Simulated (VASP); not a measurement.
# CdTe (F-43m) in VASP: a series of runs

Runs on CdTe. Level: PBE. Tasks: single point.

Everything below comes from runs of VASP 6.6.1. Logs are shortened: lines on timing, memory, paths and dates and some standing lists are left out, and cuts for length are marked.

**Measured values to compare with.**

From a printed reference work, data compilation, for a bulk crystal of CdTe at 0 K: band gap 1.607 eV.

The runs below are set against these values where they give the same quantity.

## (1) The cell of the first run

Symmetry: F-43m, No. 216, cubic system. The conventional cell has a = 6.560 Å, b = 6.560 Å, c = 6.560 Å, α = 90.00°, β = 90.00°, γ = 90.00°. Cd (site symmetry -43m) has 4 Te at 2.84 Å within 3.7 Å. Te (site symmetry -43m) has 4 Cd at 2.84 Å within 3.7 Å.

## (2) Single point, PBE

File INCAR:

```
PREC = Accurate
ENCUT = 520
EDIFF = 1E-6
ISMEAR = 0
SIGMA = 0.01
LREAL = False
LASPH = True
NELM = 100
ALGO = Normal
ISIF = 2
LWAVE = False
LCHARG = False
GGA = PE
NBANDS = 16
```

File KPOINTS:

```
Automatic mesh
0
Gamma
  4 4 4
```

File POSCAR:

```
CdTe
1.0
    0.0000000000      3.2799012126      3.2799012126
    3.2799012126      0.0000000000      3.2799012126
    3.2799012126      3.2799012126      0.0000000000
Cd Te
1 1
Direct
    0.0000000000      0.0000000000      0.0000000000
    0.2500000000      0.2500000000      0.2500000000
```

Potentials or basis: VASP PAW PBE potentials, release 64 (Cd, Te).

Launch:

```bash
$ cat potpaw_PBE.64/Cd/POTCAR potpaw_PBE.64/Te/POTCAR > POTCAR
$ mpirun -np 1 vasp_std > vasp.out
```

OUTCAR:

```text
PREC = Accurate
   ENCUT = 520
   EDIFF = 1E-6
   ISMEAR = 0
   LREAL = False
   LASPH = True
   NELM = 100
   ISIF = 2
   GGA = PE

 ion  position               nearest neighbor table
   1  0.000  0.000  0.000-   2 2.84   2 2.84   2 2.84   2 2.84
   2  0.250  0.250  0.250-   1 2.84   1 2.84   1 2.84   1 2.84

  LATTYP: Found a face centered cubic cell.
 ALAT       =     6.5598024252

  Lattice vectors:

 A1 = (   0.0000000000,   3.2799012126,   3.2799012126)
 A2 = (   3.2799012126,   0.0000000000,   3.2799012126)
 A3 = (   3.2799012126,   3.2799012126,   0.0000000000)

Analysis of symmetry for initial positions (statically):
=====================================================================
 Subroutine PRICEL returns:
 Original cell was already a primitive cell.

 Routine SETGRP: Setting up the symmetry group for a
 face centered cubic supercell.

 Subroutine GETGRP returns: Found 24 space group operations
 (whereof 24 operations were pure point group operations)
 out of a pool of 48 trial point group operations.

The static configuration has the point symmetry T_d .

Analysis of symmetry for dynamics (positions and initial velocities):
=====================================================================
 Subroutine PRICEL returns:
 Original cell was already a primitive cell.

 Routine SETGRP: Setting up the symmetry group for a
 face centered cubic supercell.

 Subroutine GETGRP returns: Found 24 space group operations
 (whereof 24 operations were pure point group operations)
 out of a pool of 48 trial point group operations.

The dynamic configuration has the point symmetry T_d .

 Subroutine INISYM returns: Found 24 space group operations
 (whereof 24 operations are pure point group operations),
 and found     1 'primitive' translations

----------------------------------------------------------------------------------------

                                     Primitive cell

  volume of cell :      70.5687

  direct lattice vectors                    reciprocal lattice vectors
     0.000000000  3.279901213  3.279901213    -0.152443616  0.152443616  0.152443616
     3.279901213  0.000000000  3.279901213     0.152443616 -0.152443616  0.152443616
     3.279901213  3.279901213  0.000000000     0.152443616  0.152443616 -0.152443616

  length of vectors
     4.638480778  4.638480778  4.638480778     0.264040088  0.264040088  0.264040088

  position of ions in fractional coordinates (direct lattice)
     0.000000000  0.000000000  0.000000000
     0.250000000  0.250000000  0.250000000

  ion indices of the primitive-cell ions
   primitive index   ion index
                 1           1
                 2           2

----------------------------------------------------------------------------------------

 KPOINTS: Automatic mesh

Automatic generation of k-mesh.
 Grid dimensions read from file:
 generate k-points for:    4    4    4

 Generating k-lattice:

  Cartesian coordinates                     Fractional coordinates (reciprocal lattice)
    -0.038110904  0.038110904  0.038110904     0.250000000  0.000000000  0.000000000
     0.038110904 -0.038110904  0.038110904     0.000000000  0.250000000  0.000000000
     0.038110904  0.038110904 -0.038110904     0.000000000  0.000000000  0.250000000

  Length of vectors
     0.066010022  0.066010022  0.066010022

  Shift w.r.t. Gamma in fractional coordinates (k-lattice)
     0.000000000  0.000000000  0.000000000

 Subroutine IBZKPT returns following result:
 ===========================================

 Found      8 irreducible k-points:

 Following reciprocal coordinates:
            Coordinates               Weight
  0.000000  0.000000  0.000000      1.000000
  0.250000  0.000000  0.000000      8.000000
  0.500000  0.000000  0.000000      4.000000
  0.250000  0.250000  0.000000      6.000000
  0.500000  0.250000  0.000000     24.000000
 -0.250000  0.250000  0.000000     12.000000
  0.500000  0.500000  0.000000      3.000000
 -0.250000  0.500000  0.250000      6.000000
   k-points           NKPTS =      8   k-points in BZ     NKDIM =      8   number of bands    NBANDS=     16
   number of dos      NEDOS =    301   number of ions     NIONS =      2
   total plane-waves  NPLWV =  46656
   dimension x,y,z NGX =    36 NGY =   36 NGZ =   36
   dimension x,y,z NGXF=    72 NGYF=   72 NGZF=   72
   ions per type =               1   1
   NGX,Y,Z   is equivalent  to a cutoff of  12.90, 12.90, 12.90 a.u.
   NGXF,Y,Z  is equivalent  to a cutoff of  25.81, 25.81, 25.81 a.u.
 SYSTEM =  unknown system
   PREC   = accura    normal or accurate (medium, high low for compatibility)
   ISTART =      0    job   : 0-new  1-cont  2-samecut
   ICHARG =      2    charge: 1-file 2-atom 10-const
   ISPIN  =      1    spin polarized calculation?
   LNONCOLLINEAR =      F non collinear calculations
   LSORBIT =      F    spin-orbit coupling
   LASPH  =      T    aspherical Exc in radial PAW
   ENCUT  =  520.0 eV  38.22 Ry    6.18 a.u.   8.62  8.62  8.62*2*pi/ulx,y,z
   NELM   =    100;   NELMIN=  2; NELMDL= -5     # of ELM steps
   EDIFF  = 0.1E-05   stopping-criterion for ELM
   LREAL  =      F    real-space projection
   EDIFFG = 0.1E-04   stopping-criterion for IOM
   NSW    =      0    number of steps for IOM
   IBRION =     -1    ionic relax: 0-MD 1-quasi-New 2-CG
   NFREE  =      0    steps in history (QN), initial steepest desc. (CG)
   ISIF   =      2    stress and relaxation
   ISYM   =      2    0-nonsym 1-usesym 2-fastsym
   POTIM  = 0.5000    time-step for ionic-motion
   TEBEG  =    0.0;   TEEND  =   0.0 temperature during run
   PSTRESS=    0.0 pullay stress
   NELECT =      18.0000    total number of electrons
   NUPDOWN=      -1.0000    fix difference up-down
   EMIN   =  10.00;   EMAX   =-10.00  energy-range for DOS
   EFERMI =   0.00;   METHOD = LEGACY
   ISMEAR =     0;   SIGMA  =   0.01  broadening in eV -4-tet -1-fermi 0-gaus
   EFERMI_NEDOS =   21; number of points for ismear=-14 and -15
   IALGO  =     38    algorithm
   IMIX   =      4    mixing-type and parameters
     AMIX     =   0.40;   BMIX     =  1.00
     AMIX_MAG =   1.60;   BMIX_MAG =  1.00
  volume/ion in A,a.u.               =      35.28       238.11
  Fermi-wavevector in a.u.,A,eV,Ry     =   1.038233  1.961976 14.666103  1.077928
  Thomas-Fermi vector in A             =   2.172708
   LORBIT       =      0    0 simple, 1 ext, 2 COOP (PROOUT), +10 PAW based schemes
   GGA     = PE    functional components
   LHFCALC =     F    Hartree Fock is set to
   AEXX    =    0.0000 exact exchange contribution
   IVDW    =     0    specifies the selected vdW correction
   LEPSILON=     F    determine dielectric tensor
   LRPA    =     F    only Hartree local field effects (RPA)
 non-spin polarized calculation
 Gauss-broadening in eV      SIGMA  =   0.01
  energy-cutoff  :      520.00
  volume of cell :       70.57
 maximum number of plane-waves:      1924
 NGX is ok and might be reduce to    36
   NGX = 17   NGY = 17   NGZ = 17

 number of electron      18.0000006 magnetization

 Free energy of the ion-electron system (eV)
  ---------------------------------------------------
  ext. energy  EPLUGINS =         0.00000000
  ---------------------------------------------------
  free energy    TOTEN  =        -4.74593598 eV

  energy without entropy =       -4.74593598  energy(sigma->0) =       -4.74593598

 E-fermi :   2.1405     XC(G=0):  -8.4111

 val. band max:        2.0506833623   @ k =   0.0000   0.0000   0.0000
 cond. band min:       2.6989808892   @ k =   0.0000   0.0000   0.0000
 fundamental gap:      0.6482975269
 Fermi energy:         2.1405381802

 k-point     1 :       0.0000    0.0000    0.0000
  band No.  band energies     occupation
      1      -8.9164      2.00000
      2      -6.1488      2.00000
      3      -6.1488      2.00000
      4      -6.1488      2.00000
      5      -5.9166      2.00000
      6      -5.9166      2.00000
[... 8 lines left out ...]
     15      11.3301      0.00000
     16      11.3301      0.00000

 k-point     2 :       0.2500    0.0000    0.0000
  band No.  band energies     occupation
      1      -8.7334      2.00000
      2      -6.1169      2.00000
      3      -6.1169      2.00000
      4      -5.9599      2.00000
      5      -5.9167      2.00000
      6      -5.9167      2.00000
[... 8 lines left out ...]
     15      10.4608      0.00000
     16      10.4608      0.00000

 k-point     3 :       0.5000    0.0000    0.0000
  band No.  band energies     occupation
      1      -8.5541      2.00000
      2      -6.0923      2.00000
      3      -6.0923      2.00000
      4      -5.9083      2.00000
      5      -5.9083      2.00000
      6      -5.5878      2.00000
[... 8 lines left out ...]
     15      12.2591      0.00000
     16      12.2591      0.00000

 k-point     4 :       0.2500    0.2500    0.0000
  band No.  band energies     occupation
      1      -8.6742      2.00000
      2      -6.0799      2.00000
      3      -6.0799      2.00000
      4      -5.9977      2.00000
      5      -5.9028      2.00000
      6      -5.8834      2.00000
[... 8 lines left out ...]
     15      11.8584      0.00000
     16      12.5508      0.00000

 k-point     5 :       0.5000    0.2500    0.0000
  band No.  band energies     occupation
      1      -8.4998      2.00000
      2      -6.0619      2.00000
      3      -6.0461      2.00000
      4      -5.9514      2.00000
      5      -5.9019      2.00000
      6      -5.5350      2.00000
[... 8 lines left out ...]
     15      12.4593      0.00000
     16      12.9947      0.00000

 k-point     6 :      -0.2500    0.2500    0.0000
  band No.  band energies     occupation
      1      -8.5564      2.00000
      2      -6.0777      2.00000
      3      -6.0755      2.00000
      4      -5.9232      2.00000
      5      -5.9219      2.00000
      6      -5.6525      2.00000
[... 8 lines left out ...]
     15      11.4643      0.00000
     16      13.0618      0.00000

 k-point     7 :       0.5000    0.5000    0.0000
  band No.  band energies     occupation
      1      -8.4441      2.00000
      2      -6.0055      2.00000
      3      -6.0034      2.00000
      4      -6.0034      2.00000
      5      -5.8889      2.00000
      6      -5.4585      2.00000
[... 8 lines left out ...]
     15      12.7869      0.00000
     16      13.4849      0.00000

 k-point     8 :      -0.2500    0.5000    0.2500
  band No.  band energies     occupation
      1      -8.4456      2.00000
      2      -6.0400      2.00000
      3      -6.0329      2.00000
      4      -5.9423      2.00000
      5      -5.9152      2.00000
      6      -5.3875      2.00000
[... 8 lines left out ...]
     15      12.9894      0.00000
     16      13.2209      0.00000

------------------------ aborting loop because EDIFF is reached ----------------------------------------

  FORCE on cell =-STRESS in cart. coord.  units (eV):
  Direction    XX          YY          ZZ          XY          YZ          ZX
  --------------------------------------------------------------------------------------
  -------------------------------------------------------------------------------------
  Total        0.5821087      0.5821087      0.5821087      0.0000000      0.0000000     -0.0000000
  in kB       13.2160725     13.2160725     13.2160725      0.0000000      0.0000000     -0.0000000
  external PRESSURE =      13.2160725 kB  Pullay stress =       0.0000000 kB

 VOLUME and BASIS-vectors are now :
 -----------------------------------------------------------------------------
  energy-cutoff  :      520.00
  volume of cell :       70.57
      direct lattice vectors                 reciprocal lattice vectors
     0.000000000  3.279901213  3.279901213    -0.152443616  0.152443616  0.152443616
     3.279901213  0.000000000  3.279901213     0.152443616 -0.152443616  0.152443616
     3.279901213  3.279901213  0.000000000     0.152443616  0.152443616 -0.152443616

 POSITION                                       TOTAL-FORCE (eV/Angst)
 -----------------------------------------------------------------------------------
      0.00000      0.00000      0.00000        -0.000000     -0.000000      0.000000
      1.63995      1.63995      1.63995         0.000000      0.000000     -0.000000
 -----------------------------------------------------------------------------------
    total drift:                               -0.000000     -0.000000     -0.000000

  FREE ENERGIE OF THE ION-ELECTRON SYSTEM (eV)
  ---------------------------------------------------
  free  energy   TOTEN  =        -4.7459359761 eV

  energy  without entropy=       -4.7459359761  energy(sigma->0) =       -4.74593598
```

Run time: 6.2 s. Hardware: 1 thread of Intel Xeon 6455B, shared host; peak memory 0.2 GiB.

What came out:

* Free energy: -4.7459 eV
* Pressure: 1.3 GPa
* Band gap on the k mesh: 0.65 eV, direct

Caveat: spin-orbit coupling is left out, which moves the levels of the heavy elements.

## (3) Single point, PBE

File INCAR:

```
SYSTEM = CdTe
ALGO = Normal
EDIFF = 1E-7
ENCUT = 520
GGA = PE
ISIF = 2
ISMEAR = 0
LASPH = .True.
LCHARG = .True.
LELF = .True.
LREAL = .False.
LVHAR = .True.
LWAVE = .False.
NBANDS = 16
NELM = 100
PREC = Accurate
SIGMA = 0.01
```

File KPOINTS:

```
k-points
0
Gamma
  4 4 4
  0 0 0
```

POSCAR is that of step 2.

Potentials or basis: VASP PAW PBE potentials, release 64 (Cd, Te).

Launch:

```bash
$ cat potpaw_PBE.64/Cd/POTCAR potpaw_PBE.64/Te/POTCAR > POTCAR
$ mpirun -np 1 vasp_std > vasp.out
```

OUTCAR:

```text
SYSTEM = CdTe
   EDIFF = 1E-7
   ENCUT = 520
   GGA = PE
   ISIF = 2
   ISMEAR = 0
   LASPH = .True.
   LREAL = .False.
   NELM = 100
   PREC = Accurate

 ion  position               nearest neighbor table
   1  0.000  0.000  0.000-   2 2.84   2 2.84   2 2.84   2 2.84
   2  0.250  0.250  0.250-   1 2.84   1 2.84   1 2.84   1 2.84

  LATTYP: Found a face centered cubic cell.
 ALAT       =     6.5598024252

  Lattice vectors:

 A1 = (   0.0000000000,   3.2799012126,   3.2799012126)
 A2 = (   3.2799012126,   0.0000000000,   3.2799012126)
 A3 = (   3.2799012126,   3.2799012126,   0.0000000000)

Analysis of symmetry for initial positions (statically):
=====================================================================
 Subroutine PRICEL returns:
 Original cell was already a primitive cell.

 Routine SETGRP: Setting up the symmetry group for a
 face centered cubic supercell.

 Subroutine GETGRP returns: Found 24 space group operations
 (whereof 24 operations were pure point group operations)
 out of a pool of 48 trial point group operations.

The static configuration has the point symmetry T_d .

Analysis of symmetry for dynamics (positions and initial velocities):
[... 144 lines left out ...]

 val. band max:        2.0510780518   @ k =   0.0000   0.0000   0.0000
 cond. band min:       2.6992273437   @ k =   0.0000   0.0000   0.0000
 fundamental gap:      0.6481492919
 Fermi energy:         2.1409526426

 k-point     1 :       0.0000    0.0000    0.0000
  band No.  band energies     occupation
      1      -8.9159      2.00000
      2      -6.1490      2.00000
      3      -6.1490      2.00000
      4      -6.1490      2.00000
      5      -5.9168      2.00000
      6      -5.9168      2.00000
[... 129 lines left out ...]
      3      -6.0331      2.00000
      4      -5.9425      2.00000
      5      -5.9155      2.00000
      6      -5.3876      2.00000
[... 8 lines left out ...]
     15      12.9898      0.00000
     16      13.2211      0.00000

------------------------ aborting loop because EDIFF is reached ----------------------------------------

  FORCE on cell =-STRESS in cart. coord.  units (eV):
  Direction    XX          YY          ZZ          XY          YZ          ZX
  --------------------------------------------------------------------------------------
  -------------------------------------------------------------------------------------
  Total        0.5784841      0.5784841      0.5784841      0.0000000      0.0000000      0.0000000
  in kB       13.1337789     13.1337789     13.1337789      0.0000000      0.0000000      0.0000000
  external PRESSURE =      13.1337789 kB  Pullay stress =       0.0000000 kB

 VOLUME and BASIS-vectors are now :
 -----------------------------------------------------------------------------
  energy-cutoff  :      520.00
  volume of cell :       70.57
      direct lattice vectors                 reciprocal lattice vectors
     0.000000000  3.279901213  3.279901213    -0.152443616  0.152443616  0.152443616
     3.279901213  0.000000000  3.279901213     0.152443616 -0.152443616  0.152443616
     3.279901213  3.279901213  0.000000000     0.152443616  0.152443616 -0.152443616

 POSITION                                       TOTAL-FORCE (eV/Angst)
 -----------------------------------------------------------------------------------
      0.00000      0.00000      0.00000         0.000000      0.000000      0.000000
      1.63995      1.63995      1.63995        -0.000000     -0.000000     -0.000000
 -----------------------------------------------------------------------------------
    total drift:                               -0.000000     -0.000000     -0.000000

  FREE ENERGIE OF THE ION-ELECTRON SYSTEM (eV)
  ---------------------------------------------------
  free  energy   TOTEN  =        -4.7459360280 eV

  energy  without entropy=       -4.7459360280  energy(sigma->0) =       -4.74593603
```

OSZICAR:

```text
N       E                     dE             d eps       ncg     rms          rms(c)
DAV:   1     0.101503590775E+03    0.10150E+03   -0.82973E+03   264   0.979E+02
DAV:   2    -0.123564998352E+01   -0.10274E+03   -0.98186E+02   320   0.237E+02
DAV:   3    -0.495861538362E+01   -0.37230E+01   -0.37196E+01   328   0.458E+01
DAV:   4    -0.499240443649E+01   -0.33789E-01   -0.33788E-01   376   0.393E+00
DAV:   5    -0.499248934246E+01   -0.84906E-04   -0.84906E-04   336   0.187E-01    0.517E+00
DAV:   6    -0.476126099672E+01    0.23123E+00   -0.39174E-01   304   0.721E+00    0.431E+00
DAV:   7    -0.474419933336E+01    0.17062E-01   -0.11411E-01   296   0.213E+00    0.170E+00
DAV:   8    -0.474537277367E+01   -0.11734E-02   -0.10898E-02   272   0.115E+00    0.490E-01
DAV:   9    -0.474580095361E+01   -0.42818E-03   -0.93800E-04   296   0.303E-01    0.110E-01
DAV:  10    -0.474588600774E+01   -0.85054E-04   -0.12096E-04   304   0.969E-02    0.538E-02
DAV:  11    -0.474593738650E+01   -0.51379E-04   -0.93060E-05   272   0.554E-02    0.364E-02
DAV:  12    -0.474593613378E+01    0.12527E-05   -0.37334E-06   320   0.140E-02    0.214E-02
DAV:  13    -0.474593597936E+01    0.15441E-06   -0.50275E-07   304   0.335E-03    0.138E-02
DAV:  14    -0.474593601136E+01   -0.31994E-07   -0.10834E-06   272   0.569E-03    0.592E-03
DAV:  15    -0.474593602795E+01   -0.16592E-07   -0.69637E-08   280   0.221E-03
   1 F= -.47459360E+01 E0= -.47459360E+01  d E =-.220011E-38
```

stdout:

```text
POSCAR found type information on POSCAR CdTe
 POSCAR found :  2 types and       2 ions
 scaLAPACK will be used
 LDA part: xc-table for (Slater+PW92), standard interpolation
 POSCAR, INCAR and KPOINTS ok, starting setup
 FFT: planning ... GRIDC
 FFT: planning ... GRID_SOFT
 FFT: planning ... GRID
 WAVECAR not read
 entering main loop
```

It took 8 s on 1 thread of Intel Xeon 6455B, shared host; peak memory 0.2 GiB.

What came out:

```yaml
Free_energy: -4.7459 eV
Pressure: 1.3 GPa
Band_gap_on_the_k_mesh: 0.65 eV, direct
```

Caveat: spin-orbit coupling is left out, which moves the levels of the heavy elements.

## (4) How close it comes

Step 2. Measured gap of CdTe: 1.607 eV (0 K; a printed reference work, data compilation). This calculation gives 0.65 eV (-0.96 eV). Spin-orbit coupling on Cd, Te is left out. The value is that of PBE, without temperature or zero-point motion. Semilocal functionals fall short of measured gaps as a rule.

Step 3. Measured gap of CdTe: 1.607 eV (0 K; a printed reference work, data compilation). This calculation gives 0.65 eV (-0.96 eV). Spin-orbit coupling on Cd, Te is left out. The value is that of PBE, without temperature or zero-point motion. Semilocal functionals fall short of measured gaps as a rule.
